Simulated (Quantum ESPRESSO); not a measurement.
# TiC: phonon dispersion with PBEsol

TiC:

```
Ti C
1.0
     0.00000    2.16572    2.16572
     2.16572    0.00000    2.16572
     2.16572    2.16572    0.00000
Ti C
1 1
Cartesian
  0.0000 0.0000 0.0000
  2.1657 2.1657 2.1657
```

The cell is a database's computed one.

```
Program             : Quantum ESPRESSO 7.5
Task                : phonon dispersion
Functional          : PBEsol
Potentials or basis : PseudoDojo 0.4.1 SR PBEsol standard
Cutoff              : 1143 eV
Density cutoff      : 4572 eV
k mesh              : 10 × 10 × 10
Occupations         : cold, width 0.2 eV
Spin                : no spin polarisation
Mixing beta         : 0.5
Most SCF iterations : 120
SCF threshold       : 4e-10 Ry
q mesh              : 2 × 2 × 2
```

* Relaxed volume: 9.90 Å³/atom
* Relaxed cell: a = 3.037 Å, b = 3.037 Å, c = 3.037 Å, α = 60.00°, β = 60.00°, γ = 60.00°
* Space group after relaxing (to 0.05 Å): Fm-3m (No. 225)
* Pressure after relaxing: 0.0 GPa
* Band gap on the k mesh: none (metal or under the smearing width)
* Highest phonon frequency: 733 cm⁻¹
* Zero-point energy: 0.084 eV/atom

The path:
```csv
step,energy change (eV),largest force (eV/Å),pressure (GPa),volume (Å³)
1,0.0000,0.0000,-6.53,20.32
2,-0.0096,0.0000,2.15,19.65
3,-0.0107,0.0000,-0.08,19.81
4,-0.0107,0.0000,0.00,19.80
```

Final structure:
```xyz
2
Lattice="0.0000 2.1473 2.1473 2.1473 0.0000 2.1473 2.1473 2.1473 0.0000" Properties=species:S:1:pos:R:3 pbc="T T T"
Ti    0.0000    0.0000    0.0000
C     2.1473    2.1473    2.1473
```

Levels at points of the mesh, in eV from the Fermi level:
```tsv
k point	band 6	band 7	band 8	band 9	band 10	band 11
(0.00, 0.00, 0.00)	0.64	0.64	0.64	1.69	1.69	1.69
(0.00, 0.00, -0.50)	-6.05	-3.03	-3.03	3.00	3.00	4.23
(0.00, -0.50, -0.50)	-3.51	-1.79	-0.05	-0.05	2.82	3.63
```

Phonon frequencies in cm⁻¹ (negative: imaginary):
```
              q point              frequencies
(0.000, 0.000, 0.000)        0 0 0 545 545 545
(0.318, 0.000, 0.318)  278 278 342 563 563 595
(0.500, 0.150, 0.650)  312 324 363 560 573 603
(0.346, 0.346, 0.692)  279 357 375 552 615 626
(0.144, 0.144, 0.288)  181 231 304 547 578 614
(0.091, 0.091, 0.091)    86 86 139 547 547 560
(0.409, 0.409, 0.409)  262 262 444 581 581 718
(0.589, 0.321, 0.589)  278 331 401 558 599 655
(0.500, 0.275, 0.725)  312 347 356 568 599 606
(0.500, 0.450, 0.550)  271 279 453 582 587 723
(0.431, 0.431, 0.639)  275 312 422 566 594 682
(0.562, 0.125, 0.562)  296 318 367 542 559 599
```

Phonon frequencies at the corners of the path (cm⁻¹, interpolated; i marks imaginary ones):
| point | frequencies |
| --- | --- |
| Γ | 0 0 0 545 545 545 |
| X | 299 299 369 539 539 593 |
| W | 318 348 348 571 599 599 |
| K | 286 358 362 549 605 610 |
| L | 270 270 460 586 586 733 |
| U | 286 358 362 549 605 610 |

Phonon states per cell in windows of 50 cm⁻¹ (negative: imaginary):
| from (cm⁻¹) | total | Ti | C |
| --- | --- | --- | --- |
| 0 | 0.00 | 0.00 | 0.00 |
| 50 | 0.01 | 0.01 | 0.00 |
| 100 | 0.04 | 0.03 | 0.01 |
| 150 | 0.10 | 0.08 | 0.01 |
| 200 | 0.28 | 0.26 | 0.02 |
| 250 | 1.08 | 1.05 | 0.02 |
| 300 | 0.66 | 0.65 | 0.01 |
| 350 | 0.58 | 0.57 | 0.01 |
| 400 | 0.27 | 0.27 | 0.00 |
| 450 | 0.01 | 0.01 | 0.00 |
| 500 | 0.08 | 0.01 | 0.07 |
| 550 | 1.85 | 0.06 | 1.80 |
| 600 | 0.66 | 0.01 | 0.65 |
| 650 | 0.35 | 0.00 | 0.35 |
| 700 | 0.07 | 0.00 | 0.07 |

Harmonic thermodynamics per atom at this volume (zero-point energy 84.1 meV, Debye temperature from the second moment 887 K):
| T (K) | free energy (meV) | entropy (k_B) | heat capacity Cv (k_B) |
| --- | --- | --- | --- |
| 50 | 84.1 | 0.01 | 0.04 |
| 100 | 83.9 | 0.14 | 0.42 |
| 200 | 80.3 | 0.74 | 1.40 |
| 298.15 | 71.2 | 1.43 | 2.03 |
| 500 | 35.4 | 2.63 | 2.58 |
| 800 | -50.3 | 3.91 | 2.82 |

Wall time 6.5 min on 4 MPI ranks on Arm Neoverse V2 (shared host), peak memory 0.36 GiB a rank.

Caveat: the q mesh is small, so phonon branches between its points and thermal values are rough.
